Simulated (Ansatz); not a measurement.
## Bi under changes of volume

One of the cells (34.327 Å³/atom); the others are scaled copies at fixed shape and fractional positions:

```xyz
4
Lattice="4.6584 0.0000 0.0000 0.0000 4.5264 0.0000 -0.3460 0.0000 6.5119" Properties=species:S:1:pos:R:3 pbc="T T T"
Bi    0.9120    1.1316    4.8757
Bi    3.4005    3.3948    1.6362
Bi    1.0780    1.1316    1.6207
Bi    3.2345    3.3948    4.8913
```

```yaml
Program: Ansatz 0.2.0
Functional: PBE
Potentials_or_basis: Ansatz PAW
Cutoff: "420 eV (not typed: the program's choice for these potentials)"
k_mesh: 6 × 6 × 4
Occupations: fermi-dirac, width 0.05 eV
Spin: no spin polarisation
```

| volume (Å³/atom) | energy over the lowest point (meV/atom) | pressure (GPa) | largest force (eV/Å) |
| --- | --- | --- | --- |
| 32.268 | 39.47 | 4.8 | 0.012 |
| 32.954 | 21.85 | 3.5 | 0.008 |
| 33.641 | ? | ? | ? |
| 34.327 | 2.67 | 1.1 | 0.003 |
| 35.014 | 0.00 | 0.2 | 0.002 |
| 35.700 | 1.31 | -0.7 | 0.004 |
| 36.387 | 6.17 | -1.5 | 0.007 |

Question: What does the run at 33.641 Å³/atom give?

Answer: Energy over the lowest point 9.78 meV/atom; pressure 2.2 GPa; largest force 0.005 eV/Å.

Worked out: A Birch-Murnaghan fit of order 3 (a polynomial in V^(-2/3)) to the other rows has its minimum at 35.12 Å³/atom with B0 = V·E''(V) = 47 GPa and B' = 4.7 at fixed shape and positions, which overstates the stiffness. It gives 9.77 meV/atom at 33.641 Å³/atom, against the run's 9.78, and -dE/dV = 2.2 GPa, against 2.2.

Energies are extrapolated to zero smearing.
